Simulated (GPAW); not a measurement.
Runs of GPAW 26.7.0 on TiC. Symmetry: Fm-3m, No. 225, cubic system. Conventional cell: a = 4.331 Å, b = 4.331 Å, c = 4.331 Å, α = 90.00°, β = 90.00°, γ = 90.00°. Ti (site symmetry m-3m) is surrounded by 6 C at 2.17 Å. C (site symmetry m-3m) is surrounded by 6 Ti at 2.17 Å. The cell is a database's computed one.

```tsv
task	level	potentials or basis	cell	k mesh	smearing	band path	band points	optimizer	fmax	max steps	gap on the mesh (eV)	pressure (GPa)	relaxed volume (Å³/atom)
band structure	r2SCAN	GPAW PAW data sets (gpaw-data 1.2.1), pw	as given	11 × 11 × 11	fermi-dirac 0.05 eV	GXWKGLUWLK,UX	100	-	-	-	-	0.3	-
single point	PBE	GPAW PAW data sets (gpaw-data 1.2.1), pw	as given	11 × 11 × 11	gaussian 0.029 eV	-	-	-	-	-	none	0.9	-
single point	PBE	GPAW PAW data sets (gpaw-data 1.2.1), pw	as given	11 × 11 × 11	gaussian 0.026 eV	-	-	-	-	-	none	0.9	-
relaxation of cell and atoms	LDA	the program's PAW data sets (release 1.2.1) made for this functional, pw	relaxed	11 × 11 × 11	fermi-dirac 0.05 eV	-	-	LBFGS	0.05 eV/Å	40	none	0.4	9.69
relaxation of cell and atoms	RPBE+D3(BJ)	the program's PAW data sets (release 1.2.1) made for this functional, pw	relaxed	11 × 11 × 11	fermi-dirac 0.05 eV	-	-	LBFGS	0.01 eV/Å	40	none	0.0	8.92
single point	PBE	GPAW PAW data sets (gpaw-data 1.2.1), pw	as given	11 × 11 × 11	gaussian 0.025 eV	-	-	-	-	-	none	0.9	-
band structure	LDA	the program's PAW data sets (release 1.2.1) made for this functional, pw	as given	11 × 11 × 11	fermi-dirac 0.05 eV	GXWKGLUWLK,UX	100	-	-	-	-	(a)	-
```

Alike in all rows: no spin polarisation; cutoff (eV) 800.

Q: Estimate the missing entries.

A: (a) -11.8.

Caveats: later steps reuse the first step's grids (some runs); the PAW data sets were made with another functional, which shifts forces and pressure a little (some runs); pairwise dispersion overbinds metals, which lowers pressure and volume (some runs).

A k mesh can miss the band edges.

A gap of «none» marks a metal or a gap under the smearing width.

Not every run made on this cell is shown here.
